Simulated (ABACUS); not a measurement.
Crystal: Ir.

```xyz
1
Lattice="0.0000 1.9156 1.9156 1.9156 0.0000 1.9156 1.9156 1.9156 0.0000" Properties=species:S:1:pos:R:3 pbc="T T T"
Ir    0.0000    0.0000    0.0000
```

Base run:

- Program: ABACUS 3.10.1
- Functional: TM
- Potentials or basis: SG15 ONCV 1.2 PBE
- Cutoff: 1075 eV
- Density cutoff: 4299 eV
- Basis: plane waves
- k mesh: 8 × 8 × 8
- Occupations: fermi-dirac, width 0.05 eV
- Spin: no spin polarisation

Its results: band gap on the k mesh none (metal or under the smearing width); pressure 0.5 GPa.

Task: The run is repeated on the same cell with these changes: functional from TM to rSCAN. What comes out?

Result: Band gap on the k mesh none (metal or under the smearing width); pressure 4.6 GPa.

Caveats: the potentials were made for another functional, which shifts forces and pressure.
